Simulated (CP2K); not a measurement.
Runs of CP2K 2026.2 on Sc. It takes space group P6_3/mmc (No. 194, hexagonal). The conventional cell has a = 3.309 Å, b = 3.309 Å, c = 5.273 Å, α = 90.00°, β = 90.00°, γ = 120.00°. Sc (site symmetry -6m2) has 12 Sc at 3.26 to 3.31 Å as nearest neighbours. 

```csv
task,level,potentials or basis,cell,k mesh,smearing,EPS_DEFAULT,k points reduced by the point group,NGRIDS,basis sets,potentials,gap on the mesh (eV),pressure (GPa)
band structure,r2SCAN,POTENTIAL_UZH Sc GTH-SCAN-q11; TZVP-MOLOPT-SCAN-GTH basis,as given,9 × 9 × 5,fermi-dirac 0.05 eV,1.0E-9,yes,4,Sc TZVP-MOLOPT-SCAN-GTH-q11,Sc GTH-SCAN-q11 of POTENTIAL_UZH,none,(a)
band structure,PBE,POTENTIAL_UZH Sc GTH-PBE-q11; TZVP-MOLOPT-PBE-GTH basis,as given,9 × 9 × 5,fermi-dirac 0.0259 eV,1.0E-9,yes,5,Sc TZVP-MOLOPT-PBE-GTH-q11,Sc GTH-PBE-q11 of POTENTIAL_UZH,none,(b)
band structure,TB-mBJ,POTENTIAL_UZH Sc GTH-PBE-q11; TZVP-MOLOPT-PBE-GTH basis,as given,9 × 9 × 5,fermi-dirac 0.1 eV,1.0E-9,yes,5,Sc TZVP-MOLOPT-PBE-GTH-q11,Sc GTH-PBE-q11 of POTENTIAL_UZH,none,-
band structure,LDA,GTH_POTENTIALS Sc GTH-PADE-q11; TZVP-MOLOPT-PBE-GTH basis,as given,9 × 9 × 5,fermi-dirac 0.1 eV,1.0E-10,yes,4,Sc TZVP-MOLOPT-PBE-GTH-q11,Sc GTH-PADE-q11 of GTH_POTENTIALS,none,-5.1
band structure,PBEsol,POTENTIAL_UZH Sc GTH-PBE-q11; TZVP-MOLOPT-PBE-GTH basis,as given,9 × 9 × 5,fermi-dirac 0.05 eV,1.0E-9,yes,4,Sc TZVP-MOLOPT-PBE-GTH-q11,Sc GTH-PBE-q11 of POTENTIAL_UZH,none,-2.8
relaxation of cell and atoms,PBEsol,POTENTIAL_UZH Sc GTH-PBE-q11; TZVP-MOLOPT-PBE-GTH basis,relaxed,7 × 7 × 4,fermi-dirac 0.05 eV,1.0E-10,-,4,Sc TZVP-MOLOPT-PBE-GTH-q11,Sc GTH-PBE-q11 of POTENTIAL_UZH,none,0.0
band structure,LDA,GTH_POTENTIALS Sc GTH-PADE-q11; TZVP-MOLOPT-PBE-GTH basis,as given,9 × 9 × 5,fermi-dirac 0.0259 eV,1.0E-9,yes,4,Sc TZVP-MOLOPT-PBE-GTH-q11,Sc GTH-PADE-q11 of GTH_POTENTIALS,none,-5.2
single point,PBEsol,POTENTIAL_UZH Sc GTH-PBE-q11; TZVP-MOLOPT-PBE-GTH basis,as given,9 × 9 × 5,gaussian 0.02 eV,1.0E-10,yes,5,Sc TZVP-MOLOPT-PBE-GTH-q11,Sc GTH-PBE-q11 of POTENTIAL_UZH,none,-2.9
```

Alike in all rows: no spin polarisation.

Question: Fill in the values left out.

Answer: (a) -0.7; (b) -0.8.

Caveats: the basis of atomic orbitals isn't converged, which shifts pressures, moduli and gaps; the potentials were made for another functional, which shifts forces and pressure (some runs); this is a model potential without an energy functional, so only levels have meaning (some runs); the printed path begins after the first move (some runs).

A k mesh can miss the band edges.

A gap of «none» marks a metal or a gap under the smearing width.

Not every run made on this cell is shown here.
